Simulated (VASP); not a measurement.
# Sb (Pm-3m) in VASP: settings compared

One crystal, Sb, is run at these levels: LAK, PW91; tasks: band structure.

Program: VASP 6.6.1. These are calculated values, not measurements. Logs are shortened: lines on timing, memory, paths and dates and some standing lists are left out, and cuts for length are marked.

### 1 The undisturbed crystal

Symmetry: Pm-3m, No. 221, cubic system. The conventional cell has a = 4.578 Å, b = 4.578 Å, c = 4.578 Å, α = 90.00°, β = 90.00°, γ = 90.00°. Sb (site symmetry 4/mmm) is surrounded by 8 Sb at 3.24 Å.

The cell was built by a generator and needn't be a form met in nature.

### 2 Band structure, LAK (cell strained at random at fixed volume)

The input, INCAR:

```
SYSTEM = Sb
ALGO = Normal ; EDIFF = 1E-7
ENCUT = 520 ; ISIF = 2
ISMEAR = 0 ; LASPH = .TRUE.
LCHARG = .FALSE. ; LMIXTAU = .TRUE.
LREAL = .FALSE. ; LWAVE = .FALSE.
METAGGA = LAK ; NELM = 80
PREC = Accurate ; SIGMA = 0.05
```

The input, KPOINTS:

```
k-points
0
G
  6 6 6
  0 0 0
```

The input, POSCAR:

```
Sb
1.0
    4.6155140000     -0.0253620000     -0.0209500000
   -0.0253620000      4.5723320000     -0.0882210000
   -0.0209500000     -0.0882210000      4.5497010000
Sb
3
Direct
    0.5000000000      0.5000000000      0.0000000000
    0.5000000000      0.0000000000      0.5000000000
    0.0000000000      0.5000000000      0.5000000000
```

The input, KPOINTS_OPT:

```
path XGY,LGZ,NGM,RG
15
line-mode
reciprocal
 0.0000000000  0.0000000000  0.5000000000  X
 0.0000000000  0.0000000000  0.0000000000  G

 0.0000000000  0.0000000000  0.0000000000  G
-0.5000000000  0.0000000000  0.0000000000  Y

-0.5000000000  0.0000000000  0.5000000000  L
 0.0000000000  0.0000000000  0.0000000000  G

 0.0000000000  0.0000000000  0.0000000000  G
 0.5000000000 -0.5000000000  0.0000000000  Z

 0.5000000000 -0.5000000000  0.5000000000  N
 0.0000000000  0.0000000000  0.0000000000  G

 0.0000000000  0.0000000000  0.0000000000  G
 0.0000000000 -0.5000000000  0.0000000000  M

 0.0000000000 -0.5000000000  0.5000000000  R
 0.0000000000  0.0000000000  0.0000000000  G
```

Potentials or basis: VASP PAW PBE potentials, release 64 (Sb).

On the command line:

```sh
cat potpaw_PBE.64/Sb/POTCAR > POTCAR
mpirun -np 1 vasp_std > vasp.out
```

OUTCAR:

```text
SYSTEM = Sb
   EDIFF = 1E-7
   ENCUT = 520
   ISIF = 2
   ISMEAR = 0
   LASPH = .TRUE.
   LREAL = .FALSE.
   METAGGA = LAK
   NELM = 80
   PREC = Accurate

 ion  position               nearest neighbor table
   1  0.500  0.500  0.000-   2 3.16   2 3.16   3 3.23   3 3.23   3 3.26   3 3.26   2 3.29   2 3.29

   2  0.500  0.000  0.500-   1 3.16   1 3.16   3 3.23   3 3.23   3 3.27   3 3.27   1 3.29   1 3.29

   3  0.000  0.500  0.500-   1 3.23   1 3.23   2 3.23   2 3.23   1 3.26   1 3.26   2 3.27   2 3.27

  LATTYP: Found a triclinic cell.
 ALAT       =     6.4523255550
 B/A-ratio  =     0.7153438225
 C/A-ratio  =     1.0190179688
 COS(alpha) =     0.0013641824
 COS(beta)  =     0.5080493859
 COS(gamma) =     0.7089716303

  Lattice vectors:

 A1 = (  -4.5945640000,   0.1135830000,  -4.5287510000)
 A2 = (  -4.6155140000,   0.0253620000,   0.0209500000)
 A3 = (  -0.0044120000,   4.6605530000,  -4.6379220000)

Analysis of symmetry for initial positions (statically):
=====================================================================
 Subroutine PRICEL returns:
 Original cell was already a primitive cell.

 Routine SETGRP: Setting up the symmetry group for a
 triclinic supercell.

 Subroutine GETGRP returns: Found  2 space group operations
 (whereof  2 operations were pure point group operations)
 out of a pool of  2 trial point group operations.

The static configuration has the point symmetry S_2 .

Analysis of symmetry for dynamics (positions and initial velocities):
=====================================================================
 Subroutine PRICEL returns:
 Original cell was already a primitive cell.

 Routine SETGRP: Setting up the symmetry group for a
 triclinic supercell.

 Subroutine GETGRP returns: Found  2 space group operations
 (whereof  2 operations were pure point group operations)
 out of a pool of  2 trial point group operations.

The dynamic configuration has the point symmetry S_2 .

 Subroutine INISYM returns: Found  2 space group operations
 (whereof  2 operations are pure point group operations),
 and found     1 'primitive' translations

----------------------------------------------------------------------------------------

                                     Primitive cell

  volume of cell :      95.9744

  direct lattice vectors                    reciprocal lattice vectors
     4.615514000 -0.025362000 -0.020950000     0.216671941  0.001221552  0.001021395
    -0.025362000  4.572332000 -0.088221000     0.001221552  0.218795520  0.004248181
    -0.020950000 -0.088221000  4.549701000     0.001021395  0.004248181  0.219881741

  length of vectors
     4.615631226  4.573253338  4.550604469     0.216677792  0.218840168  0.219925147

  position of ions in fractional coordinates (direct lattice)
     0.500000000  0.500000000  1.000000000
     0.500000000  0.000000000  0.500000000
     1.000000000  0.500000000  0.500000000

  ion indices of the primitive-cell ions
   primitive index   ion index
                 1           1
                 2           2
                 3           3

----------------------------------------------------------------------------------------

 KPOINTS: k-points

Automatic generation of k-mesh.
 Grid dimensions read from file:
 generate k-points for:    6    6    6

 Generating k-lattice:

  Cartesian coordinates                     Fractional coordinates (reciprocal lattice)
     0.036111990  0.000203592  0.000170233     0.166666667  0.000000000 -0.000000000
     0.000203592  0.036465920  0.000708030     0.000000000  0.166666667  0.000000000
     0.000170233  0.000708030  0.036646957    -0.000000000 -0.000000000  0.166666667

  Length of vectors
     0.036112965  0.036473361  0.036654191

  Shift w.r.t. Gamma in fractional coordinates (k-lattice)
     0.000000000  0.000000000  0.000000000

 Subroutine IBZKPT returns following result:
 ===========================================

 Found    112 irreducible k-points:

 Following reciprocal coordinates:
            Coordinates               Weight
  0.000000  0.000000  0.000000      1.000000
  0.166667 -0.000000 -0.000000      2.000000
  0.333333  0.000000  0.000000      2.000000
  0.500000  0.000000  0.000000      1.000000
  0.000000  0.166667  0.000000      2.000000
  0.166667  0.166667 -0.000000      2.000000
[... 16 lines left out ...]
  0.333333  0.000000  0.166667      2.000000
  0.500000  0.000000  0.166667      2.000000
 [... further k-points ...]
   k-points           NKPTS =    112   k-points in BZ     NKDIM =    112   number of bands    NBANDS=     11
   number of dos      NEDOS =    301   number of ions     NIONS =      3
   total plane-waves  NPLWV =  46656
   dimension x,y,z NGX =    36 NGY =   36 NGZ =   36
   dimension x,y,z NGXF=    72 NGYF=   72 NGZF=   72
   ions per type =               3
   NGX,Y,Z   is equivalent  to a cutoff of  12.97, 13.09, 13.15 a.u.
   NGXF,Y,Z  is equivalent  to a cutoff of  25.93, 26.17, 26.30 a.u.
 SYSTEM =  Sb
   PREC   = accura    normal or accurate (medium, high low for compatibility)
   ISTART =      0    job   : 0-new  1-cont  2-samecut
   ICHARG =      2    charge: 1-file 2-atom 10-const
   ISPIN  =      1    spin polarized calculation?
   LNONCOLLINEAR =      F non collinear calculations
   LSORBIT =      F    spin-orbit coupling
   LASPH  =      T    aspherical Exc in radial PAW
   ENCUT  =  520.0 eV  38.22 Ry    6.18 a.u.   8.58  8.50  8.46*2*pi/ulx,y,z
   NELM   =     80;   NELMIN=  2; NELMDL= -5     # of ELM steps
   EDIFF  = 0.1E-06   stopping-criterion for ELM
   LREAL  =      F    real-space projection
   EDIFFG = 0.1E-05   stopping-criterion for IOM
   NSW    =      0    number of steps for IOM
   IBRION =     -1    ionic relax: 0-MD 1-quasi-New 2-CG
   NFREE  =      0    steps in history (QN), initial steepest desc. (CG)
   ISIF   =      2    stress and relaxation
   ISYM   =      2    0-nonsym 1-usesym 2-fastsym
   POTIM  = 0.5000    time-step for ionic-motion
   TEBEG  =    0.0;   TEEND  =   0.0 temperature during run
   PSTRESS=    0.0 pullay stress
   NELECT =      15.0000    total number of electrons
   NUPDOWN=      -1.0000    fix difference up-down
   EMIN   =  10.00;   EMAX   =-10.00  energy-range for DOS
   EFERMI =   0.00;   METHOD = LEGACY
   ISMEAR =     0;   SIGMA  =   0.05  broadening in eV -4-tet -1-fermi 0-gaus
   EFERMI_NEDOS =   21; number of points for ismear=-14 and -15
   IALGO  =     38    algorithm
   IMIX   =      4    mixing-type and parameters
     AMIX     =   0.40;   BMIX     =  1.00
     AMIX_MAG =   1.60;   BMIX_MAG =  1.00
  volume/ion in A,a.u.               =      31.99       215.89
  Fermi-wavevector in a.u.,A,eV,Ry     =   0.881834  1.666424 10.580312  0.777631
  Thomas-Fermi vector in A             =   2.002384
   LORBIT       =      0    0 simple, 1 ext, 2 COOP (PROOUT), +10 PAW based schemes
   METAGGA = LAK    functional components
   LHFCALC =     F    Hartree Fock is set to
   AEXX    =    0.0000 exact exchange contribution
   IVDW    =     0    specifies the selected vdW correction
   LEPSILON=     F    determine dielectric tensor
   LRPA    =     F    only Hartree local field effects (RPA)
 non-spin polarized calculation
 Gauss-broadening in eV      SIGMA  =   0.05
  energy-cutoff  :      520.00
  volume of cell :       95.97
 maximum number of plane-waves:      2606
 NGX is ok and might be reduce to    36
   NGX = 17   NGY = 17   NGZ = 17

 number of electron      14.9999999 magnetization

 Free energy of the ion-electron system (eV)
  ---------------------------------------------------
  ext. energy  EPLUGINS =         0.00000000
  ---------------------------------------------------
  free energy    TOTEN  =        87.96853790 eV

  energy without entropy =       87.97115914  energy(sigma->0) =       87.96984852

 E-fermi :   6.6517     XC(G=0):  -9.5280

 val. band max:        6.6435682978   @ k =   0.1667   0.5000   0.0000
 cond. band min:       6.6526748104   @ k =  -0.0000   0.3333   0.3333
 fundamental gap:      0.0091065126
 Fermi energy:         6.6516566393

 k-point     1 :       0.0000    0.0000    0.0000
  band No.  band energies     occupation
      1      -6.3676      2.00000
      2      -0.3436      2.00000
      3      -0.2051      2.00000
      4       2.2253      2.00000
      5       2.2781      2.00000
      6       2.5636      2.00000
      7       7.7982      0.00000
      8       8.1933      0.00000
      9       8.4492      0.00000
     10       8.8734      0.00000
     11      10.6416      0.00000

 k-point     2 :       0.1667   -0.0000   -0.0000
  band No.  band energies     occupation
      1      -6.1857      2.00000
      2      -1.3656      2.00000
      3      -0.1465      2.00000
      4       2.4100      2.00000
      5       2.7471      2.00000
      6       3.3841      2.00000
      7       7.3763      0.00000
      8       7.6493      0.00000
      9       7.8193      0.00000
     10       9.3664      0.00000
     11       9.9560      0.00000

 k-point     3 :       0.3333    0.0000    0.0000
  band No.  band energies     occupation
      1      -5.6826      2.00000
      2      -2.8239      2.00000
      3      -0.0145      2.00000
      4       2.8836      2.00000
      5       3.2768      2.00000
      6       5.0469      2.00000
      7       6.3850      2.00000
      8       6.5428      1.99793
      9       6.7375      0.01514
     10       8.2400      0.00000
     11       9.6797      0.00000
[... 267 lines left out ...]
 k-point    23 :       0.3333    0.0000    0.1667
  band No.  band energies     occupation
      1      -5.4806      2.00000
      2      -2.7482      2.00000
      3      -0.7926      2.00000
      4       3.2000      2.00000
      5       3.3278      2.00000
      6       4.8823      2.00000
      7       5.8479      2.00000
      8       6.4993      1.99998
      9       7.6192      0.00000
     10       8.5767      0.00000
     11       9.2548      0.00000

 k-point    24 :       0.5000    0.0000    0.1667
  band No.  band energies     occupation
      1      -5.0353      2.00000
      2      -3.5002      2.00000
      3      -0.6843      2.00000
      4       3.5862      2.00000
      5       3.8252      2.00000
      6       4.0417      2.00000
      7       5.8450      2.00000
      8       6.5900      1.91902
      9       7.2658      0.00000
     10       8.6483      0.00000
     11       8.8793      0.00000

 [... further k-points ...]

------------------------ aborting loop because EDIFF is reached ----------------------------------------

  FORCE on cell =-STRESS in cart. coord.  units (eV):
  Direction    XX          YY          ZZ          XY          YZ          ZX
  --------------------------------------------------------------------------------------
  -------------------------------------------------------------------------------------
  Total        0.8929016      1.1640445      1.2612445     -0.0154294      0.3300681     -0.0276887
  in kB       14.9059194     19.4323246     21.0549610     -0.2575755      5.5100903     -0.4622288
  external PRESSURE =      18.4644017 kB  Pullay stress =       0.0000000 kB

 VOLUME and BASIS-vectors are now :
 -----------------------------------------------------------------------------
  energy-cutoff  :      520.00
  volume of cell :       95.97
      direct lattice vectors                 reciprocal lattice vectors
     4.615514000 -0.025362000 -0.020950000     0.216671941  0.001221552  0.001021395
    -0.025362000  4.572332000 -0.088221000     0.001221552  0.218795520  0.004248181
    -0.020950000 -0.088221000  4.549701000     0.001021395  0.004248181  0.219881741

 POSITION                                       TOTAL-FORCE (eV/Angst)
 -----------------------------------------------------------------------------------
      2.29508      2.27348     -0.05459         0.000000     -0.000000      0.000000
      2.29728     -0.05679      2.26438        -0.000000      0.000000      0.000000
     -0.02316      2.24206      2.23074         0.000000      0.000000      0.000000
 -----------------------------------------------------------------------------------
    total drift:                               -0.000000      0.000000      0.000000

  FREE ENERGIE OF THE ION-ELECTRON SYSTEM (eV)
  ---------------------------------------------------
  free  energy   TOTEN  =        87.9685379035 eV

  energy  without entropy=       87.9711591361  energy(sigma->0) =       87.96984852
```

Run time: 22 min. Hardware: 1 thread of AMD EPYC 7R43 (Zen 3), shared host; peak memory 0.3 GiB.

Results:

- Free energy: 87.9685 eV
- Pressure: 1.8 GPa
- Band gap along the path: none (metal or under the smearing width)

Stress tensor (GPa, compression positive):
```
 1.49 -0.03 -0.05
-0.03  1.94  0.55
-0.05  0.55  2.11
```

Levels at the corners of the path, in eV from the Fermi level:
```csv
point,band 3,band 4,band 5,band 6,band 7,band 8,band 9,band 10,band 11
X,-6.69,-3.24,-3.08,-0.97,-0.91,-0.42,-0.09,0.07,3.28
Γ,-6.86,-4.43,-4.37,-4.09,1.15,1.54,1.80,2.22,3.99
Γ,-6.86,-4.43,-4.37,-4.09,1.15,1.54,1.80,2.22,3.99
Y,-6.59,-3.42,-2.95,-0.88,-0.84,-0.30,-0.07,0.04,3.02
L,-9.71,-4.66,-2.15,-1.43,-0.64,-0.54,0.19,0.24,4.61
Γ,-6.86,-4.43,-4.37,-4.09,1.15,1.54,1.80,2.22,3.99
Γ,-6.86,-4.43,-4.37,-4.09,1.15,1.54,1.80,2.22,3.99
Z,-9.71,-4.63,-2.08,-1.41,-0.62,-0.50,0.22,0.28,4.53
N,-8.96,-6.71,-4.46,-4.43,-4.19,2.30,4.82,4.97,5.66
Γ,-6.86,-4.43,-4.37,-4.09,1.15,1.54,1.80,2.22,3.99
Γ,-6.86,-4.43,-4.37,-4.09,1.15,1.54,1.80,2.22,3.99
M,-6.67,-3.26,-3.08,-0.96,-0.87,-0.38,-0.08,0.08,3.34
R,-9.52,-4.71,-2.26,-1.46,-0.84,-0.49,0.05,0.24,4.67
Γ,-6.86,-4.43,-4.37,-4.09,1.15,1.54,1.80,2.22,3.99
```

Caveat: the PAW data sets were made with another functional, which shifts forces and pressure a little; spin-orbit coupling is left out, which moves the levels of the heavy elements.

(Continued in part 2 of 2.)
